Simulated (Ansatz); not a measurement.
**Ca, A15: how the functional moves the structure**

All rows: Ansatz, plane waves with scalar-relativistic PAW, 420 eV (500 eV for the SCAN forms), relaxed under each functional, no dispersion correction, no zero-point motion. B₀ comes from uniform scaling at fixed shape; a dash is a value not given.

```json
{"functional": "PBE", "V (Å³/atom)": "42.54", "cell": "a = 6.982 Å", "magnetic state": "spin not included", "ΔE to fcc (meV/atom)": "41"}
{"functional": "PBEsol", "V (Å³/atom)": "40.78", "cell": "a = 6.884 Å", "magnetic state": "spin not included", "ΔE to fcc (meV/atom)": "40"}
{"functional": "LDA", "V (Å³/atom)": "38.35", "cell": "a = 6.745 Å", "magnetic state": "spin not included", "ΔE to fcc (meV/atom)": "38"}
{"functional": "revPBE", "V (Å³/atom)": "44.35", "cell": "a = 7.079 Å", "magnetic state": "spin not included", "ΔE to fcc (meV/atom)": "42"}
{"functional": "RPBE", "V (Å³/atom)": "44.86", "cell": "a = 7.106 Å", "magnetic state": "spin not included", "ΔE to fcc (meV/atom)": "42"}
{"functional": "BLYP", "V (Å³/atom)": "43.05", "cell": "a = 7.010 Å", "magnetic state": "spin not included", "ΔE to fcc (meV/atom)": "34"}
```

Question: What does r²SCAN give?

Answer: V (Å³/atom): 43.51; cell: a = 7.034 Å; magnetic state: spin not included; ΔE to fcc (meV/atom): 48.
